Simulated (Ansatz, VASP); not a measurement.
# HfC: VASP beside Ansatz

```
Hf C
1.0
     0.00000    2.32500    2.32500
     2.32500    0.00000    2.32500
     2.32500    2.32500    0.00000
Hf C
1 1
Direct
  0.50000 0.50000 0.50000
  0.00000 0.00000 0.00000
```

Alike in both runs: task relaxation of cell and atoms; functional B3LYP; k mesh 5 × 5 × 5; occupations fermi-dirac, width 0.05 eV; no spin polarisation.

|  | VASP | Ansatz |
| --- | --- | --- |
| version | VASP 6.6.1 | Ansatz 0.2.0 |
| potentials or method | VASP PAW PBE potentials, release 64 (Hf_pv, C) | Ansatz PAW |
| plane-wave cutoff (eV) | 600 | 420 |
| valence electrons in the cell | 14 | 30 |

VASP gave:

- gap on the k mesh at the Fermi level, each at its own relaxed structure (eV): none
- relaxed volume (Å³/atom): 12.72
- relaxed cell length with the largest relative difference (Å): 3.302
- energy change over the relaxation (meV/atom): -1

Problem. Which values does Ansatz return?

Solution. gap on the k mesh at the Fermi level, each at its own relaxed structure (eV): none; relaxed volume (Å³/atom): 12.83; relaxed cell length with the largest relative difference (Å): 3.310; energy change over the relaxation (meV/atom): -4.

A gap of «none» marks a metal or a gap that the smearing closes. The two sets of potentials don't hold the same shells in valence.

Caveats: the k mesh is coarse (spacing up to 0.47 Å⁻¹), so the values aren't converged, least of all with exact exchange; the PAW data sets were made with another functional, which shifts forces and pressure a little (VASP); the plane-wave basis is chosen anew once the cell has moved, so the energies of steps on either side of that aren't comparable (Ansatz); the PAW data sets come from PBE, with cores solved anew for the run's functional, which leaves a small shift of forces and pressure (Ansatz). Spin-orbit coupling is left out, which matters for the levels of Hf. Zero-point motion and thermal expansion aren't in these numbers.
